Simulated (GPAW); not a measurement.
# AlN (P6_3mc) in GPAW: a series of runs

The runs below take AlN through relaxation of cell and atoms, with RPBE+D3(BJ), RPBE+D4.

Program: GPAW 26.7.0. These are calculated values, not measurements. Logs are shortened: lines on timing, memory, paths and dates and some standing lists are left out, and cuts for length are marked. The log counts tension as positive stress, the text compression.

## Step 1: Starting point

Symmetry: P6_3mc, No. 186, hexagonal system. The conventional cell has a = 3.113 Å, b = 3.113 Å, c = 4.981 Å, α = 90.00°, β = 90.00°, γ = 120.00°. Around Al (site symmetry 3m) lie 4 N at 1.89 Å. N (site symmetry 3m) has 4 Al at 1.89 Å as nearest neighbours.

## Step 2: Relaxation of cell and atoms, RPBE+D3(BJ)

File run.py:

```python
from ase.calculators.mixing import SumCalculator
from ase.filters import FrechetCellFilter
from ase.io import read, write
from ase.optimize import LBFGS
from dftd3.ase import DFTD3
from gpaw import GPAW, PW

atoms = read('AlN.xyz')

calc = GPAW(mode=PW(800),
            xc='RPBE',
            kpts={'size': (7, 7, 4), 'gamma': True},
            occupations={'name': 'fermi-dirac', 'width': 0.05},
            nbands=18,
            convergence={'density': 1e-05, 'energy': 1e-05},
            maxiter=150,
            txt='gpaw.txt')
atoms.calc = SumCalculator([calc, DFTD3(method='rpbe', damping='d3bj')])
opt = LBFGS(FrechetCellFilter(atoms), trajectory='relax.traj', logfile='-')
done = opt.run(fmax=0.05, steps=100)
calc.write('gs.gpw')
write('result.traj', atoms)
print('Converged:', done)
print('Cell:', atoms.cell.cellpar().round(4))
print('Volume:', round(atoms.get_volume(), 4))
print(atoms.get_scaled_positions().round(5))
```

File AlN.xyz:

```xyz
4
Lattice="3.1130000000 0.0000000000 0.0000000000 -1.5565000000 2.6959370820 0.0000000000 0.0000000000 0.0000000000 4.9810000000" Properties=species:S:1:pos:R:3 pbc="T T T"
Al     1.5565000002      0.8986456939      2.4905000000
Al    -0.0000000002      1.7972913881      0.0000000000
N      1.5565000002      0.8986456939      4.3832800000
N     -0.0000000002      1.7972913881      1.8927800000
```

Potentials or basis: the program's PAW data sets (release 1.2.1) made for this functional, pw.

The run is started by

```bash
> OMP_NUM_THREADS=1 python run.py
```

gpaw.txt:

```text
__  _  _
 | _ |_)|_||  |
 |__||  | ||/\| - 26.7.0

Input parameters:
  mode=PW(ecut=800.0),
  convergence={'density': 1e-05, 'energy': 1e-05},
  kpts=MonkhorstPack(size=(7, 7, 4), gamma=True),
  maxiter=150,
  nbands=18,
  occupations=Occupations(name='fermi-dirac', width=0.05),
  xc=XC(name='RPBE')

Diagonalizing LCAO Hamiltonian
Converting LCAO to pw mode

           N

           Al
        N

        Al

Atoms  # Å, Bohr magnetons
|   | symbol |         x |        y |        z |    initial magnetic moments |
|---|--------|-----------|----------|----------|-----------------------------|
| 0 |     Al |  1.556500 | 0.898646 | 2.490500 | ( 0.0000,  0.0000,  0.0000) |
| 1 |     Al | -0.000000 | 1.797291 | 0.000000 | ( 0.0000,  0.0000,  0.0000) |
| 2 |      N |  1.556500 | 0.898646 | 4.383280 | ( 0.0000,  0.0000,  0.0000) |
| 3 |      N | -0.000000 | 1.797291 | 1.892780 | ( 0.0000,  0.0000,  0.0000) |

Unit cell  # Å
| periodic |         x |        y |        z |  lengths |     angles |
|----------|-----------|----------|----------|----------|------------|
|      yes |  3.113000 | 0.000000 | 0.000000 | 3.113000 |  90.000000 |
|      yes | -1.556500 | 2.695937 | 0.000000 | 3.113000 |  90.000000 |
|      yes |  0.000000 | 0.000000 | 4.981000 | 4.981000 | 120.000000 |

Number of symmetries: 6
Symmetry operations  # r_c * U_cc + t_c -> r_c
|   | kind |            matrix            |
|---|------|------------------------------|
| 0 |  σ   |  1, 1, 0,  0,-1, 0,  0, 0, 1 |
| 1 |  E   |  1, 0, 0,  0, 1, 0,  0, 0, 1 |
| 2 |  C3  |  0, 1, 0, -1,-1, 0,  0, 0, 1 |
| 3 |  σ   |  0,-1, 0, -1, 0, 0,  0, 0, 1 |
| 4 |  σ   | -1, 0, 0,  1, 1, 0,  0, 0, 1 |
| 5 |  C3  | -1,-1, 0,  1, 0, 0,  0, 0, 1 |

BZ-sampling:
  Number of BZ points: 196
  Number of IBZ points: 28
[... 182 lines left out ...]
Gap: 4.252 eV
Transition (v -> c):
  (s=0, k=0, n=7, [0.00, 0.00, 0.00]) -> (s=0, k=0, n=8, [0.00, 0.00, 0.00])
No difference between direct/indirect transitions

Stress tensor  # eV/Ang^3
|         x |         y |         z |
|-----------|-----------|-----------|
| -0.049172 |  0.000000 |  0.000000 |
| -0.000000 | -0.049172 | -0.000000 |
|  0.000000 | -0.000000 | -0.058198 |

Forces  # eV/Ang
|        x |       y |        z |
|----------|---------|----------|
|  0.00000 | 0.00000 | -0.14136 |  # Al   0
| -0.00000 | 0.00000 | -0.14136 |  # Al   1
| -0.00000 | 0.00000 |  0.14211 |  # N    2
|  0.00000 | 0.00000 |  0.14130 |  # N    3

Interpolating wave functions to new cell

           N

           Al
        N

        Al

Atoms  # Å, Bohr magnetons
|   | symbol |         x |        y |         z |    initial magnetic moments |
|---|--------|-----------|----------|-----------|-----------------------------|
| 0 |     Al |  1.551779 | 0.895920 |  2.481391 | ( 0.0000,  0.0000,  0.0000) |
| 1 |     Al | -0.000000 | 1.791841 | -0.002220 | ( 0.0000,  0.0000,  0.0000) |
| 2 |      N |  1.551779 | 0.895920 |  4.373388 | ( 0.0000,  0.0000,  0.0000) |
| 3 |      N | -0.000000 | 1.791841 |  1.889765 | ( 0.0000,  0.0000,  0.0000) |

Unit cell  # Å
| periodic |         x |        y |        z |  lengths |     angles |
|----------|-----------|----------|----------|----------|------------|
|      yes |  3.103559 | 0.000000 | 0.000000 | 3.103559 |  90.000000 |
|      yes | -1.551779 | 2.687761 | 0.000000 | 3.103559 |  90.000000 |
|      yes |  0.000000 | 0.000000 | 4.967224 | 4.967224 | 120.000000 |

Number of symmetries: 6
Symmetry operations  # r_c * U_cc + t_c -> r_c
|   | kind |            matrix            |
|---|------|------------------------------|
| 0 |  σ   |  1, 1, 0,  0,-1, 0,  0, 0, 1 |
| 1 |  E   |  1, 0, 0,  0, 1, 0,  0, 0, 1 |
| 2 |  C3  |  0, 1, 0, -1,-1, 0,  0, 0, 1 |
| 3 |  σ   |  0,-1, 0, -1, 0, 0,  0, 0, 1 |
| 4 |  σ   | -1, 0, 0,  1, 1, 0,  0, 0, 1 |
| 5 |  C3  | -1,-1, 0,  1, 0, 0,  0, 0, 1 |

BZ-sampling:
  Number of BZ points: 196
  Number of IBZ points: 28
[... 179 lines left out ...]
Gap: 4.317 eV
Transition (v -> c):
  (s=0, k=0, n=7, [0.00, 0.00, 0.00]) -> (s=0, k=0, n=8, [0.00, 0.00, 0.00])
No difference between direct/indirect transitions

Stress tensor  # eV/Ang^3
|         x |         y |         z |
|-----------|-----------|-----------|
| -0.063255 |  0.000000 |  0.000000 |
|  0.000000 | -0.063255 |  0.000000 |
|  0.000000 |  0.000000 | -0.066657 |

Forces  # eV/Ang
|       x |        y |        z |
|---------|----------|----------|
| 0.00000 |  0.00000 | -0.08171 |  # Al   0
| 0.00000 | -0.00000 | -0.08169 |  # Al   1
| 0.00000 |  0.00000 |  0.08228 |  # N    2
| 0.00000 |  0.00000 |  0.08185 |  # N    3

Interpolating wave functions to new cell

           N

           Al
        N

        Al

Atoms  # Å, Bohr magnetons
|   | symbol |         x |        y |         z |    initial magnetic moments |
|---|--------|-----------|----------|-----------|-----------------------------|
| 0 |     Al |  1.524177 | 0.879984 |  2.428818 | ( 0.0000,  0.0000,  0.0000) |
| 1 |     Al | -0.000000 | 1.759967 | -0.011642 | ( 0.0000,  0.0000,  0.0000) |
| 2 |      N |  1.524177 | 0.879984 |  4.306921 | ( 0.0000,  0.0000,  0.0000) |
| 3 |      N | -0.000000 | 1.759967 |  1.866407 | ( 0.0000,  0.0000,  0.0000) |
[... 916 lines left out ...]
Stress tensor  # eV/Ang^3
|         x |         y |         z |
|-----------|-----------|-----------|
| -0.149019 |  0.000000 | -0.000000 |
|  0.000000 | -0.149019 |  0.000000 |
| -0.000000 |  0.000000 | -0.143657 |

Forces  # eV/Ang
|        x |        y |        z |
|----------|----------|----------|
|  0.00000 |  0.00000 | -0.01296 |  # Al   0
| -0.00000 |  0.00000 | -0.01289 |  # Al   1
| -0.00000 | -0.00000 |  0.01194 |  # N    2
|  0.00000 |  0.00000 |  0.01188 |  # N    3

# Writing to gs.gpw (mode='')
```

stdout:

```text
Step          Energy          fmax
LBFGS:    0      -32.663039        0.850480
LBFGS:    1      -32.689863        0.719545
LBFGS:    2      -32.756107        0.179826
LBFGS:    3      -32.758134        0.143699
LBFGS:    4      -32.758888        0.058142
LBFGS:    5      -32.758918        0.043017
Converged: True
Cell: [  3.0517   3.0517   4.8721  90.      90.     120.    ]
Volume: 39.2933
[[0.66667 0.33333 0.4986 ]
 [0.33333 0.66667 0.9986 ]
 [0.66667 0.33333 0.8814 ]
 [0.33333 0.66667 0.3814 ]]
```

Wall time 85 s (1 thread of Arm Neoverse V1, shared host); peak memory 0.23 GiB.

Results:

- Free energy: -32.7589 eV
- Relaxed volume: 9.82 Å³/atom
- Relaxed cell: a = 3.052 Å, b = 3.052 Å, c = 4.872 Å, α = 90.00°, β = 90.00°, γ = 120.00°
- Space group after relaxing (to 0.05 Å): P6_3mc (No. 186)
- Energy gained by relaxing: 24.0 meV/atom
- Ionic steps: 6
- Pressure after relaxing: 0.0 GPa
- Largest force after relaxing: 0.027 eV/Å
- Band gap on the k mesh: 4.76 eV, direct
- Dispersion energy per atom: -1.213 eV

Forces in eV/Å, atoms in the order of the input:
```
Al   0.000  0.000 -0.027
Al   0.000  0.000 -0.027
N    0.000  0.000  0.026
N    0.000  0.000  0.026
```

Step by step:
| step | energy change (eV) | largest force (eV/Å) | pressure (GPa) | volume (Å³) |
| --- | --- | --- | --- | --- |
| 1 | 0.0000 | 0.1566 | -12.66 | 41.80 |
| 2 | -0.0268 | 0.0966 | -11.05 | 41.43 |
| 3 | -0.0931 | 0.1704 | 0.14 | 39.28 |
| 4 | -0.0951 | 0.0819 | -0.29 | 39.35 |
| 5 | -0.0958 | 0.0206 | -0.08 | 39.31 |
| 6 | -0.0959 | 0.0272 | 0.03 | 39.29 |

Final structure:
```
Al N
1.0
     3.05166    0.00000    0.00000
    -1.52583    2.64282    0.00000
     0.00000    0.00000    4.87209
Al N
2 2
Direct
  0.66667 0.33333 0.49860
  0.33333 0.66667 0.99860
  0.66667 0.33333 0.88140
  0.33333 0.66667 0.38140
```

Caveat: later steps reuse the first step's grids. RPBE gaps usually lie below the measured ones, often by a third to a half.

## Step 3: Relaxation of cell and atoms, RPBE+D4

File run.py:

```python
from ase.calculators.mixing import SumCalculator
from ase.filters import FrechetCellFilter
from ase.io import write
from ase.optimize import BFGS
from ase.spacegroup import crystal
from dftd4.ase import DFTD4
from gpaw import GPAW, PW

# Al 2b
# N 2b
atoms = crystal(['Al', 'N'],
                basis=[[0.6666666667, 0.3333333333, 0.5],
                       [0.6666666667, 0.3333333333, 0.88]],
                spacegroup=186, setting=1,  # P6_3mc
                cellpar=[3.113, 3.113, 4.981, 90.0, 90.0, 120.0],
                primitive_cell=True)

calc = GPAW(mode=PW(800),
            xc='RPBE',
            kpts={'size': (7, 7, 4), 'gamma': True},
            occupations={'name': 'fermi-dirac', 'width': 0.05},
            nbands=18,
            convergence={'density': 1e-05, 'energy': 1e-05},
            maxiter=150,
            txt='gpaw.txt')
atoms.calc = SumCalculator([calc, DFTD4(method='rpbe')])
opt = BFGS(FrechetCellFilter(atoms), trajectory='relax.traj', logfile='-')
done = opt.run(fmax=0.05, steps=40)
calc.write('gs.gpw')
write('result.traj', atoms)
print('Converged:', done)
print('Cell:', atoms.cell.cellpar().round(4))
print('Volume:', round(atoms.get_volume(), 4))
print(atoms.get_scaled_positions().round(5))
```

Potentials or basis: the program's PAW data sets (release 1.2.1) made for this functional, pw.

The run is started by

```bash
> OMP_NUM_THREADS=1 python run.py
```

It took 2.6 min on 1 thread of Arm Neoverse V2, shared host; peak memory 0.27 GiB.

The run converged. Its results:

```yaml
Free_energy: -30.7228 eV
Relaxed_volume: 10.33 Å³/atom
Relaxed_cell: a = 3.100 Å, b = 3.100 Å, c = 4.964 Å, α = 90.00°, β = 90.00°, γ = 120.00°
Space_group_after_relaxing_to_0.05_Å: P6_3mc (No. 186)
Energy_gained_by_relaxing: 0.7 meV/atom
Ionic_steps: 5
Pressure_after_relaxing: 0.0 GPa
Largest_force_after_relaxing: 0.013 eV/Å
Band_gap_on_the_k_mesh: 4.33 eV, direct
Dispersion_energy_per_atom: -0.648 eV
```

Forces on the atoms (eV/Å):
```
Al   0.000  0.000  0.013
Al   0.000  0.000  0.013
N    0.000  0.000 -0.013
N    0.000  0.000 -0.013
```

Stress tensor (GPa, compression positive):
```
 0.13  0.00  0.00
 0.00  0.13  0.00
 0.00  0.00 -0.25
```

The path:
```csv
step,energy change (eV),largest force (eV/Å),pressure (GPa),volume (Å³)
1,0.0000,0.1312,-2.34,41.80
2,-0.0016,0.0755,-2.04,41.73
3,-0.0029,0.0482,-0.98,41.51
4,-0.0030,0.0481,-0.66,41.44
5,-0.0028,0.0134,0.00,41.31
```

Final structure:
```xyz
4
Lattice="3.0998 0.0000 0.0000 -1.5499 2.6845 0.0000 0.0000 0.0000 4.9639" Properties=species:S:1:pos:R:3 pbc="T T T"
Al    1.5499    0.8948    2.4769
Al    0.0000    1.7897   -0.0050
N     1.5499    0.8948    4.3733
N     0.0000    1.7897    1.8914
```

Levels at points of the mesh, in eV from the valence-band top:
| k point | band 6 | band 7 | band 8 | band 9 | band 10 | band 11 |
| --- | --- | --- | --- | --- | --- | --- |
| (0.00, 0.00, 0.00) | -0.23 | -0.23 | 0.00 | 4.33 | 6.84 | 10.77 |
| (0.00, 0.00, 0.50) | -0.56 | -0.56 | -0.56 | 6.61 | 6.61 | 10.50 |

Caveat: later steps reuse the first step's grids.
